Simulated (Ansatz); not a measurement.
TiTe2, 3 atoms in the cell. Symmetry: P-3m1, No. 164, trigonal system. The conventional cell has a = 3.777 Å, b = 3.777 Å, c = 6.498 Å, α = 90.00°, β = 90.00°, γ = 120.00°. Around Te (site symmetry 3m) lie 3 Ti at 2.77 Å. Ti (site symmetry -3m) has 6 Te at 2.77 Å as nearest neighbours. 

```yaml
Program: Ansatz 0.2.0
Task: phonons
Functional: PBEsol
Potentials_or_basis: Ansatz PAW
Cutoff: "420 eV (not typed: the program's choice for these potentials)"
k_mesh: 8 × 8 × 4
Occupations: fermi-dirac, width 0.05 eV
Spin: no spin polarisation
```

Potentials or basis: Ansatz PAW.

Launch:

```sh
$ ansatz run input.yaml --threads 2 --pin off --max-ram 5632MiB --backend cpu --events-out ev --progress --plain --runs-dir out
```

Hardware: 2 threads of Arm Neoverse V2, with other jobs on the host.

Estimate the wall time of this run.

It took 36 s on 2 threads of Arm Neoverse V2, on a shared host, peak memory 0.87 GiB. Counts: scf iterations 10, plane waves 1581, k points 78, bands 27.
